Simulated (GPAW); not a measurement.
CdTe:

```
Te Cd
1.0
     0.00000    3.20500    3.20500
     3.20500    0.00000    3.20500
     3.20500    3.20500    0.00000
Te Cd
1 1
Direct
  0.75000 0.75000 0.75000
  0.00000 0.00000 0.00000
```

Base run:

| Property | Result |
| --- | --- |
| Program | GPAW 26.7.0 |
| Functional | RPBE |
| Potentials or basis | the program's PAW data sets (release 1.2.1) made for this functional |
| Cutoff | 450 eV |
| Basis | pw |
| k mesh | 6 × 6 × 6 |
| Occupations | fermi-dirac, width 0.001 eV |
| Spin | no spin polarisation |

Its results: band gap on the k mesh 1.02 eV, direct; electronic dielectric tensor (diagonal) 7.38.

**Question.** The run is repeated on the same cell with these changes: functional from RPBE to LDA. What comes out?

**Answer.** Band gap on the k mesh 0.61 eV, direct; electronic dielectric tensor (diagonal) 8.85.

Caveats: the long-wavelength limit can be off by several per cent where d states take part; spin-orbit coupling is left out, which moves the levels of the heavy elements; the gap is small at this level, which inflates the dielectric constant (some runs).

A k mesh can miss the band edges.
